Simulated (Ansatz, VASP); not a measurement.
One calculation of NaH, two programs

Contents of POSCAR:

```
NaH
1.0
    0.0000000000      2.3732926942      2.3732926942
    2.3732926942      0.0000000000      2.3732926942
    2.3732926942      2.3732926942      0.0000000000
Na H
1 1
Direct
    0.0000000000      0.0000000000      0.0000000000
    0.5000000000      0.5000000000      0.5000000000
```

File INCAR.step1:

```
PREC = Accurate
ENCUT = 520
ISMEAR = 0
SIGMA = 0.01
LREAL = F
LASPH = T
NELM = 80
NBANDS = 11
GGA = PE
ALGO = Normal
EDIFF = 1E-4
LWAVE = T
LCHARG = F
```

File INCAR.step2:

```
PREC = Accurate
ENCUT = 520
EDIFF = 1E-7
ISMEAR = 0
SIGMA = 0.01
LREAL = F
LASPH = T
NELM = 80
ALGO = Normal
ISIF = 2
LWAVE = F
LCHARG = F
METAGGA = R2SCAN
LMIXTAU = T
NBANDS = 11
ISTART = 1
```

The input KPOINTS:

```
regular mesh
0
Gamma
  8 8 8
```

Input for Ansatz:

```yaml
crystal:
  lattice:
    - [0.0, 2.3732926942, 2.3732926942]
    - [2.3732926942, 0.0, 2.3732926942]
    - [2.3732926942, 2.3732926942, 0.0]
  atoms:
    - { symbol: Na, position: [0.0, 0.0, 0.0] }
    - { symbol: H, position: [0.5, 0.5, 0.5] }
kpoints:
  mp_grid: { grid: [8, 8, 8] }
hamiltonian:
  xc: r2scan
scf:
  occupations: { method: fixed }
  n_extra_bands: 4
output:
  forces: true
  stress: true
  eigenvalues: true
```

Alike in both runs: task single point; functional r2SCAN; k mesh 8 × 8 × 8; no spin polarisation.

|  | VASP | Ansatz |
| --- | --- | --- |
| version | VASP 6.6.1 | Ansatz 0.2.0 |
| potentials or method | VASP PAW PBE potentials, release 64 (Na_pv, H) | plane waves, PAW |
| plane-wave cutoff (eV) | 520 | 500 |
| occupations | gaussian, width 0.01 eV | fixed |
| valence electrons in the cell | 8 | 10 |

```csv
,VASP,Ansatz,Ansatz less VASP
gap on the k mesh at the Fermi level (eV),4.47,4.46,-0.010
pressure (GPa),0.6,0.8,+0.18
```

The two sets of potentials don't hold the same shells in valence.

Caveats: the PAW data sets were made with another functional, which shifts forces and pressure a little (VASP). r2SCAN opens gaps a little over a GGA but as a rule still falls short of measured ones. A k mesh can miss the band edges.
